**Question**

I computed the levels of diamond with LDA and then corrected them in one step with PBE0. I had hoped to replace the correction by a single number, a constant upward shift of all empty levels. The levels don't cooperate.

Levels of diamond (two-atom cell) computed with ABINIT 10.8.3: LDA start levels, and levels corrected in one step with PBE0 on the LDA orbitals. PseudoDojo NC SR LDA v0.4.1 standard pseudopotentials, plane-wave cutoff 1006.82 eV, Γ-centred 8×8×8 k mesh, no spin polarisation. Each column of levels has its zero at its own highest filled level.

```csv
row,state k a (reciprocal cell vector),state k b (reciprocal cell vector),state k c (reciprocal cell vector),state band,state start level (eV),state corrected level (eV)
1,0.000,0.000,0.000,top filled,0.000,0.000
2,0.000,0.000,0.000,first empty,5.560,7.628
3,0.125,0.000,0.000,top filled,-0.654,-0.773
4,0.125,0.000,0.000,first empty,6.416,8.534
5,0.250,0.000,0.000,top filled,-1.749,-1.979
6,0.250,0.000,0.000,first empty,7.751,10.002
7,0.375,0.000,0.000,top filled,-2.533,-2.854
8,0.375,0.000,0.000,first empty,8.350,10.657
9,0.500,0.000,0.000,top filled,-2.806,-3.138
10,0.500,0.000,0.000,first empty,8.426,10.737
11,0.125,0.125,0.000,top filled,-1.282,-1.538
12,0.125,0.125,0.000,first empty,5.162,7.185
13,0.250,0.125,0.000,top filled,-2.006,-2.301
14,0.250,0.125,0.000,first empty,5.822,7.906
15,0.375,0.125,0.000,top filled,-3.175,-3.581
16,0.375,0.125,0.000,first empty,6.989,9.183
17,0.500,0.125,0.000,top filled,-3.533,-3.948
18,0.500,0.125,0.000,first empty,7.598,9.834
19,-0.375,0.125,0.000,top filled,-2.915,-3.280
20,-0.375,0.125,0.000,first empty,8.191,10.457
21,-0.250,0.125,0.000,top filled,-1.842,-2.108
22,-0.250,0.125,0.000,first empty,8.081,10.405
23,-0.125,0.125,0.000,top filled,-0.758,-0.918
24,-0.125,0.125,0.000,first empty,6.714,8.907
25,0.250,0.250,0.000,top filled,-4.134,-4.565
26,0.250,0.250,0.000,first empty,4.444,6.434
27,0.375,0.250,0.000,top filled,-4.866,-5.373
28,0.375,0.250,0.000,first empty,5.172,7.224
29,0.500,0.250,0.000,top filled,-4.891,-5.413
30,0.500,0.250,0.000,first empty,6.068,8.196
31,-0.375,0.250,0.000,top filled,-4.214,-4.686
32,-0.375,0.250,0.000,first empty,6.831,9.003
```

The empty levels go up by different amounts, and the filled ones move too, although I only expected the gap to change. Why does the correction depend on the level, and is there a rule behind it?

**Answer**

There is a rule: the correction opens the gap and also stretches the bands on either side of it. To see this, subtract the start level from the corrected level in each row. Empty levels rise by 1.99 to 2.32 eV, and on the whole those that start higher rise more. Filled levels below the valence top sink by up to 0.52 eV, and on the whole the deeper ones sink more.

These shifts are relative, because each column has its zero at its own valence top. The table therefore can't tell whether the gap opens because filled levels fall or because empty ones rise. The distance between the two levels at one k point is free of this ambiguity. It grows by 2.07 eV at Γ, the point with wave vector zero, and by as much as 2.65 eV elsewhere.

Both effects are what one expects from exchange. In LDA, exchange acts through one local potential, which is the same for filled and empty orbitals. PBE0 replaces a quarter of the semilocal exchange by Fock exchange, which lowers each orbital according to its exchange overlap with all the filled ones. In a crystal a filled orbital has close relatives in that set, the orbitals of its own band at neighbouring k points, and its exchange with them is strong. An empty orbital is orthogonal to the filled ones and has no such close relatives among them. Filled levels are therefore lowered relative to empty ones, and the gap opens.

The stretch arises because Fock exchange also distinguishes between orbitals within a band. The product of two orbitals that vary in space in a similar way has a large smooth part, and the Coulomb interaction is strongest for smooth, long-wavelength charge patterns: it falls off as $1/q^2$ with the wave number $q$. An orbital that oscillates faster than most of the filled ones gains less from exchange. Such orbitals tend to lie higher in energy, so the higher levels are lowered less and the band is pulled apart. The wave vector in the table is no guide to how fast an orbital oscillates, since even at Γ it can vary rapidly inside the cell.

The uniform electron gas gives the size of this effect. Diamond has four valence electrons in 5.67 Å³ per atom, a density $n$ of about 0.105 electrons per cubic bohr. The largest occupied wave number is then, in atomic units,

$$k_F=(3\pi^2 n)^{1/3}\approx 1.46 .$$

From the bottom of the gas band to its highest filled level, the Fock exchange of an orbital weakens by $k_F/\pi$, while its kinetic energy rises by $k_F^2/2$. The local exchange potential of the gas is constant and stretches nothing. A quarter of Fock exchange thus widens the band by the fraction

$$\frac14\,\frac{k_F/\pi}{k_F^2/2}=\frac{1}{2\pi k_F}\approx 0.11 .$$

So the shift should change by roughly a tenth of an eV for each eV of start level.

To compare this with the calculation, I fitted one straight line to the shifts of the filled levels and another to those of the empty levels, leaving out only the valence top, whose shift is zero by definition. The slopes are 0.086 for the filled levels and 0.084 for the empty ones. The lines miss the computed shifts by typically 0.02 eV, against 0.11 eV if each band is moved rigidly; the full output follows this answer. Diamond is not a uniform gas, the estimate was made for the filled band alone, and the correction also changes the rest of the functional from LDA to PBE, so only the order of magnitude of the estimate should be trusted.

The lowest empty level on the mesh, which sets the indirect gap, took no part in the fit and offers a small test. In the same calculation this gap grows from 4.142 to 6.132 eV, a rise of 1.99 eV, and the line for the empty levels gives 1.95 eV. The miss of 0.04 eV is about twice the typical one. The line is thus still usable slightly below the range to which it was fitted, but this one level rises just as much as the one in row 26 and can't confirm the slope. The gap itself is the PBE0 result at one cutoff and one mesh, with the LDA orbitals kept, and should not be read as a prediction for a real crystal.

Energy alone does not fix the shift, as rows 20 and 22 show. The level in row 22 starts 0.11 eV lower than the one in row 20, yet it rises by 0.06 eV more. This is no surprise if exchange is the cause, because exchange depends on the shape of an orbital, and two orbitals of similar energy can have different shapes. The straight line describes the average behaviour of a band and leaves such differences out.

The valence top at Γ is the larger exception. It lies 0.10 eV above the line through the other filled levels, whereas the empty level at the same k point falls on its own line. This is part of the reason why the gap opens least at Γ. A constant shift taken from the direct gap there would be too small at every other k point in the table, by up to 2.65 − 2.07 = 0.58 eV.

I can only guess at the cause of this exception. The effect of exchange may really steepen close to the valence top. In the uniform gas, exchange does weaken fastest at the highest filled level, although a band gap should soften this. The finite k mesh is a less likely cause. It treats the divergence of the Coulomb interaction at long wavelength only approximately, but the main part of that error is the same for all filled levels and can't lift one of them alone. The exception may still be numerical, because ABINIT warns that the FFT mesh of this run is not compatible with the crystal symmetry and that the results might carry large errors. Their size was not tested, and none of the levels in the table is converged in bands, cutoffs and k mesh, which could also shift them unevenly. Small differences such as that between rows 20 and 22 call for the same caution. The three filled levels next below the top in the table miss the line by up to 0.04 eV in either direction, and this scatter leaves the matter open.

The answer matters for the gap, because an error in the valence top enters it in full: if the top is 0.10 eV too high, every corrected gap measured from it is too small by that amount. Repeating the correction with an FFT mesh that respects the symmetry would show whether the valence top moves towards the line. A denser k mesh would add levels between the top and row 3. If their shifts run smoothly to zero, that speaks for a real steepening; a jump at Γ would point to a numerical fault.

The analysis program printed:

```
shift of every level in row order (eV): 1 0, 2 2.068, 3 -0.119, 4 2.118, 5 -0.23, 6 2.251, 7 -0.321, 8 2.307, 9 -0.332, 10 2.311, 11 -0.256, 12 2.023, 13 -0.295, 14 2.084, 15 -0.406, 16 2.194, 17 -0.415, 18 2.236, 19 -0.365, 20 2.266, 21 -0.266, 22 2.324, 23 -0.16, 24 2.193, 25 -0.431, 26 1.99, 27 -0.507, 28 2.052, 29 -0.522, 30 2.128, 31 -0.472, 32 2.172
smallest rise of an empty level (eV): 1.99
largest rise of an empty level (eV): 2.324
largest fall of a filled level (eV): -0.522
opening of the direct gap at Gamma (eV): 2.068
largest opening of the gap at one k point (eV): 2.651
fit of shift on 31 rows (~top): coefficient of f -0.1026 +/- 0.012, coefficient of f*start 0.08602 +/- 0.0039, coefficient of g 1.607 +/- 0.028, coefficient of g*start 0.08367 +/- 0.0042; rms 0.0191, worst 11 0.0431, leave-one-out rms 0.0223
  rows outside the fit (model, value, miss): 1 -0.1026, 0, -0.103
fit of shift on 31 rows (~top): coefficient of f -0.3398 +/- 0.03, coefficient of g 2.17 +/- 0.029; rms 0.111, worst 3 -0.221, leave-one-out rms 0.118
  rows outside the fit (model, value, miss): 1 -0.3398, 0, -0.34
stretch of the filled levels (percent): 8.602
stretch of the empty levels (percent): 8.367
valence top at Gamma above the line of the other filled levels (eV): 0.1026
empty level at Gamma, line less computed shift (eV): 0.004466
stretch by a quarter of Fock exchange in the uniform gas (percent): 10.92
computed shift of the conduction minimum (eV): 1.99
shift of the conduction minimum from the line (eV): 1.954
row 22 less row 20, start level (eV): -0.11
row 22 less row 20, shift (eV): 0.058
```
